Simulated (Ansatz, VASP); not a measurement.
# One calculation of Mg, two programs

Contents of INCAR:

```
ALGO = Normal
EDIFF = 1E-7
ENCUT = 520
GGA = PE
ISIF = 2
ISMEAR = 0
LASPH = True
LCHARG = False
LREAL = False
LWAVE = False
NBANDS = 7
NELM = 100
PREC = Accurate
SIGMA = 0.15
```

KPOINTS

```
k-points
0
Gamma
  20 20 20
```

File POSCAR:

```
Mg
1.0
   -1.8359916300      1.7856095094      1.6243242711
    1.8359916300     -1.8863737506      1.7344837689
    1.8359916300      1.8863737506     -1.7344837689
Mg
1
Direct
    0.0000000000      0.0000000000      0.0000000000
```

Input for Ansatz:

```yaml
crystal:
  lattice:
    - [-1.83599163, 1.7856095094, 1.6243242711]
    - [1.83599163, -1.8863737506, 1.7344837689]
    - [1.83599163, 1.8863737506, -1.7344837689]
  atoms:
    - { symbol: Mg, position: [0.0, 0.0, 0.0] }
basis:
  ecutwfc: 420
kpoints:
  mp_grid: { grid: [20, 20, 20] }
hamiltonian:
  xc: pbe
scf:
  occupations: { method: gaussian, width: 0.15 }
output:
  forces: true
  stress: true
  eigenvalues: true
```

Change from the starting cell: strain -0.0600 x Voigt [0, 0, 0, 1, 0, 0], atoms carried along.

Alike in both runs: task single point; functional PBE; k mesh 20 × 20 × 20; occupations gaussian, width 0.15 eV; no spin polarisation.

```csv
,VASP,Ansatz
version,VASP 6.6.1,Ansatz 0.2.0
potentials or method,"VASP PAW PBE potentials, release 64 (Mg)","scalar-relativistic, plane waves, PAW"
plane-wave cutoff (eV),520,420
valence electrons in the cell,2,10
```

|  | VASP | Ansatz | Ansatz less VASP |
| --- | --- | --- | --- |
| gap on the k mesh at the Fermi level (eV) | none | none | - |
| pressure (GPa) | 0.6 | 0.7 | +0.12 |
| largest component of the traceless stress (GPa) | 1.95 | 1.95 | -0.004 |

A gap of «none» marks a metal or a gap that the smearing closes. The two sets of potentials don't hold the same shells in valence.
